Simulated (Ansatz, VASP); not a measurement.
# Cross-check of GaP between VASP and Ansatz, part 2 of 2

Wanted: the spread between two codes on one cell, functional and k mesh. The cell is taken from a series of runs on this material, whose earlier steps may have relaxed, scaled, displaced or heated it; both programs get it as it stands.

VASP 6.6.1 and Ansatz 0.2.0.

So far. Step 2 (Ansatz: single point, HSE06): The run ends at a pressure of 4.83 GPa.

## Step 3: VASP: single point, HSE06

Level of this step: HSE06; plane waves and PAW (Ga_d, P) (VASP).

The same cell, functional, mesh and smearing now go to VASP, with its own data sets.

Lines of VASP's logs that name or quote its potential files are left out, and so is its time.

The run reads the wave functions of an earlier VASP run, which isn't shown here.

File INCAR:

```
SYSTEM = GaP
PREC = Accurate
ENCUT = 400
EDIFF = 1E-06
NELM = 100
ISMEAR = -1
SIGMA = 0.02
LREAL = .FALSE.
ALGO = Normal
LHFCALC = .TRUE.
AEXX = 0.25
GGA = PE
HFSCREEN = 0.208
LASPH = .TRUE.
NBANDS = 24
PRECFOCK = Fast
LORBIT = 11
LWAVE = .FALSE.
LCHARG = .FALSE.
KPAR = 8
ISIF = 2
```

File POSCAR:

```
GaP
1.0
    3.7305220300      0.0000000000      0.0000000000
    0.0000000000      3.7305220300      0.0000000000
    0.0000000000      0.0000000000      5.5805367961
Ga P
2 2
Direct
    0.0000000000      0.0000000000      0.0000000000
    0.5000000000      0.5000000000      0.5000000000
    0.5000000000      0.0000000000      0.7500000000
    0.0000000000      0.5000000000      0.2500000000
```

File KPOINTS:

```
Automatic mesh
0
Gamma
5 5 4
0 0 0
```

The projector-augmented-wave data sets are Ga_d and P (PBE family, release 64).

Run with:

```
$ mpirun -np 8 vasp_std
```

Numbers of over 12 decimals in the logs are rounded to 6 here.

Log:

```text
[banner, memory and clock lines left out]
running    8 mpi-ranks, on    1 nodes
 distrk:  each k-point on    1 cores,    8 groups
 distr:  one band on    1 cores,    1 groups

 POSCAR found type information on POSCAR GaP
 POSCAR found :  2 types and       4 ions
|                                                                             |
|           W    W    AA    RRRRR   N    N  II  N    N   GGGG   !!!           |
|           W    W   A  A   R    R  NN   N  II  NN   N  G    G  !!!           |
|           W    W  A    A  R    R  N N  N  II  N N  N  G       !!!           |
|           W WW W  AAAAAA  RRRRR   N  N N  II  N  N N  G  GGG   !            |
|           WW  WW  A    A  R   R   N   NN  II  N   NN  G    G                |
|           W    W  A    A  R    R  N    N  II  N    N   GGGG   !!!           |
|                                                                             |
|     For optimal performance we recommend to set                             |
|       NCORE = 2 up to number-of-cores-per-socket                            |
|     NCORE specifies how many cores store one orbital (NPAR=cpu/NCORE).      |
|     This setting can greatly improve the performance of VASP for DFT.       |
|     The default, NCORE=1 might be grossly inefficient on modern             |
|     multi-core architectures or massively parallel machines. Do your        |
|     Unfortunately you need to use the default for GW and RPA                |
|     calculations (for HF NCORE is supported but not extensively tested      |
|     yet).                                                                   |
|                                                                             |

 LDA part: xc-table for (Slater+PW92), standard interpolation
 found WAVECAR, reading the header
 POSCAR, INCAR and KPOINTS ok, starting setup
 FFT: planning ... GRIDC
 FFT: planning ... GRID_SOFT
 FFT: planning ... GRID
 reading WAVECAR
 the WAVECAR file was read successfully
 initial charge from wavefunction
 entering main loop
       N       E                     dE             d eps       ncg     rms          rms(c)
DAV:   1    -0.214571116454E+02   -0.21457E+02   -0.11851E+00  1192   0.215E+01    0.133E+00
DAV:   2    -0.214535764133E+02    0.35352E-02   -0.18615E-01  1208   0.542E+00    0.162E+00
DAV:   3    -0.214513010010E+02    0.22754E-02   -0.18526E-02  1224   0.186E+00    0.110E+00
DAV:   4    -0.214509601749E+02    0.34083E-03   -0.30249E-03  1208   0.501E-01    0.632E-01
DAV:   5    -0.214507819992E+02    0.17818E-03   -0.19508E-04  1096   0.111E-01    0.362E-01
DAV:   6    -0.214507248741E+02    0.57125E-04   -0.42235E-05  1048   0.485E-02    0.208E-01
DAV:   7    -0.214507040578E+02    0.20816E-04   -0.81374E-06   912   0.224E-02    0.117E-01
DAV:   8    -0.214506959078E+02    0.81500E-05   -0.25324E-06   904   0.127E-02    0.647E-02
DAV:   9    -0.214506928126E+02    0.30952E-05   -0.91204E-07   664   0.723E-03    0.359E-02
DAV:  10    -0.214506915764E+02    0.12362E-05   -0.44027E-07   632   0.548E-03    0.192E-02
DAV:  11    -0.214506913842E+02    0.19221E-06   -0.18085E-07   592   0.364E-03
   1 F= -.21450691E+02 E0= -.21450691E+02  d E =-.523064E-11
```

Parts of OUTCAR (step 3):

```text
ion  position               nearest neighbor table
   1  0.000  0.000  0.000-   3 2.33   4 2.33   4 2.33   3 2.33
   2  0.500  0.500  0.500-   3 2.33   4 2.33   3 2.33   4 2.33
   3  0.500  0.000  0.750-   1 2.33   2 2.33   2 2.33   1 2.33
   4  0.000  0.500  0.250-   1 2.33   2 2.33   1 2.33   2 2.33

  LATTYP: Found a simple tetragonal cell.
 ALAT       =     3.7305220300
 C/A-ratio  =     1.4959131058

 Subroutine GETGRP returns: Found  8 space group operations
 (whereof  8 operations were pure point group operations)

The static configuration has the point symmetry D_2d.

 Found     18 irreducible k-points:

   k-points           NKPTS =     18   k-points in BZ     NKDIM =    100   number of bands    NBANDS=     24

   dimension x,y,z NGX =    24 NGY =   24 NGZ =   36
   dimension x,y,z NGXF=    48 NGYF=   48 NGZF=   72

   ENCUT  =  400.0 eV  29.40 Ry    5.42 a.u.   6.08  6.08  9.10*2*pi/ulx,y,z

   NELECT =      36.0000    total number of electrons

 k-points in reciprocal lattice and weights: Automatic mesh
   0.00000000  0.00000000  0.00000000       0.010
   0.20000000  0.00000000  0.00000000       0.040
   0.40000000  0.00000000  0.00000000       0.040
   0.20000000  0.20000000  0.00000000       0.040
   0.40000000  0.20000000  0.00000000       0.080
   0.40000000  0.40000000  0.00000000       0.040
   0.00000000  0.00000000  0.25000000       0.020
   0.20000000  0.00000000  0.25000000       0.080
   0.40000000  0.00000000  0.25000000       0.080
[...]
0.40000000  0.20000000  0.50000000       0.080
   0.40000000  0.40000000  0.50000000       0.040

  exchange ACFDT corr.  =         0.00000000  see jH, gK, PRB 81, 115126

 average (electrostatic) potential at core
       1 -57.9732       2 -57.9732       3 -79.4622       4 -79.4622

 E-fermi :   5.2089

 k-point     1 :       0.0000    0.0000    0.0000
  band No.  band energies     occupation
    ...
     14       1.8611      2.00000
     15       1.8611      2.00000
     16       4.4002      2.00000
     17       4.7693      2.00000
     18       4.7693      2.00000
     19       7.1505      0.00000
     20       7.5611      0.00000
     21       7.7923      0.00000
     22       9.3937      0.00000
     23       9.3937      0.00000
    ...

 k-point     2 :       0.2000    0.0000    0.0000
  band No.  band energies     occupation
    ...
     14       0.4682      2.00000
     15       2.1890      2.00000
     16       2.4306      2.00000
     17       3.4204      2.00000
     18       4.6326      2.00000
     19       7.6869      0.00000
     20       8.7522      0.00000
     21       9.3991      0.00000
     22       9.7828      0.00000
     23       9.9536      0.00000
    ...

 k-point     3 :       0.4000    0.0000    0.0000
  band No.  band energies     occupation
    ...
     14      -0.3812      2.00000
     15       0.0069      2.00000
     16       1.4420      2.00000
     17       3.0520      2.00000
     18       4.0452      2.00000
     19       8.6381      0.00000
     20       9.3179      0.00000
     21      10.4384      0.00000
     22      10.8845      0.00000
     23      11.6100      0.00000
    ...

  Total        2.9799820      2.9799820      0.3436283      0.0000000      0.0000000     -0.0000000
  in kB       61.4764860     61.4764860      7.0889901      0.0000000      0.0000000     -0.0000000
  external PRESSURE =      43.3473207 kB  Pullay stress =       0.0000000 kB

  energy-cutoff  :      400.00
  volume of cell :       77.66
      direct lattice vectors                 reciprocal lattice vectors
     3.730522030  0.000000000  0.000000000     0.268058999  0.000000000  0.000000000
     0.000000000  3.730522030  0.000000000     0.000000000  0.268058999  0.000000000
     0.000000000  0.000000000  5.580536796     0.000000000  0.000000000  0.179194231

 POSITION                                       TOTAL-FORCE (eV/Angst)
 -----------------------------------------------------------------------------------
      0.00000      0.00000      0.00000        -0.000000     -0.000000     -0.000000
      1.86526      1.86526      2.79027         0.000000     -0.000000     -0.000000
      1.86526      0.00000      4.18540        -0.000000      0.000000      0.000000
      0.00000      1.86526      1.39513        -0.000000      0.000000     -0.000000
 -----------------------------------------------------------------------------------
    total drift:                               -0.000003      0.000016      0.000011

  FREE ENERGIE OF THE ION-ELECTRON SYSTEM (eV)
  ---------------------------------------------------
  free  energy   TOTEN  =       -21.4506913842 eV

  energy  without entropy=      -21.4506913842  energy(sigma->0) =      -21.45069138

 total charge
# of ion       s       p       d       tot
------------------------------------------
    1        0.831   0.895  10.039  11.764
    2        0.831   0.895  10.039  11.764
    3        1.011   1.576   0.000   2.587
    4        1.011   1.576   0.000   2.587
--------------------------------------------------
tot          3.684   4.940  20.077  28.702

[... 3 further parts left out ...]
```

The run ends at a pressure of 4.33 GPa.

## Step 4: Differences

Known differences besides the potentials themselves: exact exchange at q = 0 is treated differently, which shows on coarse meshes; VASP keeps PBE cores, Ansatz makes them for the functional; the cutoff is 600 eV in Ansatz and 400 eV in VASP; VASP takes a coarser grid for exact exchange (PRECFOCK = Fast). Total energies have different zeros and are not compared.

Compared:

```csv
quantity,Ansatz,VASP,difference
pressure (GPa),4.83,4.33,+0.50
gap on the k mesh (eV),1.922,1.923,0.000
```

A gap on the mesh is an upper bound, since the band edges may lie between its points.

## Step 5: Results

```
difference in gap on the k mesh (single point, HSE06) : -4.4e-4 eV
```

**Reading.** The difference in gap on the k mesh is -4.4e-4 eV (single point, HSE06), within the 0.08 eV picked in this series as the mark of a large difference. How closely two codes agree says nothing of how well the functional describes the real material.

[Lines on the potential files, build, host, timing and source positions are cut from VASP's logs without a mark.]

[Logs are printed without paths, hosts, clocks, repeated set-up lines and the standing remarks that a program may print on its own settings, such as how far it seeks lower states.]

[Hosts, paths, dates, database ids (printed as entryN), source tags and the programs' standing remarks are cut or masked in the printed files.]
